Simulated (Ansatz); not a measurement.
## Sb3S2: competing structures

These are results of DFT PBE, scalar-relativistic, plane waves, PAW (Ansatz 0.2.0), not measurements. All cells share a 420 eV cutoff and Γ-centred k meshes spaced at most 0.3 Å⁻¹ (0.19 for metals, 2π included).

Temperature and zero-point effects are left out. Only the structures computed here compete, so a lower one can exist. For metals, differences of a few meV/atom aren't resolved. Spin–orbit coupling is left out. No run is spin-polarised.

| # | started from | space group | atoms | V (Å³/atom) | ΔE (meV/atom) | gap on mesh (eV) |
| --- | --- | --- | --- | --- | --- | --- |
| 1 | anti-tetradymite type | R-3m (No. 166) | 5 | 26.4 | 0 | 0.00 |
| 2 | anti-A-type sesquioxide type, changed | P-3m1 (No. 164) | 5 | 26.7 | 21 | 0.00 |

The lowest structure: Space group R-3m (No. 166), trigonal, a = 4.042 Å, c = 28.030 Å. Sb on Wyckoff site a (1 atom of the primitive cell) is coordinated by 6 S at 2.78 Å; Sb on Wyckoff site c (2 atoms of the primitive cell) has 3 Sb at 2.88 Å and 3 S at 3.29 Å; around S lie 3 Sb at 2.78 Å. Its energy against the elements is -0.06 eV/atom. Formation energies are uncorrected and refer to the lowest elemental structures computed at the same level.

```xyz
5
Lattice="2.0211 1.1669 9.3435 -2.0211 1.1669 9.3435 0.0000 -2.3338 9.3435" Properties=species:S:1:pos:R:3 pbc="T T T"
Sb    0.0000    0.0000    0.0000
Sb    0.0000    0.0000    5.5114
Sb    0.0000    0.0000   22.5190
S     0.0000    0.0000   10.8627
S     0.0000    0.0000   17.1676
```

The second: Space group P-3m1 (No. 164), trigonal, a = 3.954 Å, c = 9.866 Å. Around Sb on Wyckoff site a (1 atom of the primitive cell) lie 6 S at 2.76 Å; Sb on Wyckoff site d (2 atoms of the primitive cell) is coordinated by 3 Sb at 2.90 Å and 3 S at 3.38 Å; S is coordinated by 3 Sb at 2.76 Å.